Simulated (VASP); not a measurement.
Os:

```
Os
1.0
     2.73410    0.00000    0.00000
    -1.36705    2.36780    0.00000
     0.00000    0.00000    4.31970
Os
2
Direct
  0.66667 0.33333 0.75000
  0.33333 0.66667 0.25000
```

- Program: VASP 6.6.1
- Task: relaxation of cell and atoms
- Functional: LDA
- Potentials or basis: VASP PAW LDA potentials, release 64 (Os)
- Cutoff: 600 eV
- k mesh: 11 × 11 × 6
- Occupations: fermi-dirac, width 0.05 eV
- Spin: no spin polarisation

At the start: pressure -7.6 GPa; volume 13.98 Å³/atom.

Problem. How do energy, volume and symmetry change on relaxing?

Solution. Over 4 steps the energy falls by 5.9 meV/atom and the volume is 13.74 Å³/atom (-1.7 %); space group P6_3/mmc (No. 194, to 0.05 Å).

Step by step:
```tsv
step	energy change (eV)	largest force (eV/Å)	pressure (GPa)	volume (Å³)
1	0.0000	0.0000	-7.63	27.96
2	0.2619	0.0000	44.48	25.36
3	-0.0117	0.0000	-0.32	27.50
4	-0.0117	0.0000	-0.04	27.48
```

Final structure:
```
Os
1.0
     2.71872    0.00000    0.00000
    -1.35936    2.35448    0.00000
     0.00000    0.00000    4.29344
Os
2
Cartesian
  1.3594 0.7848 3.2201
  0.0000 1.5697 1.0734
```
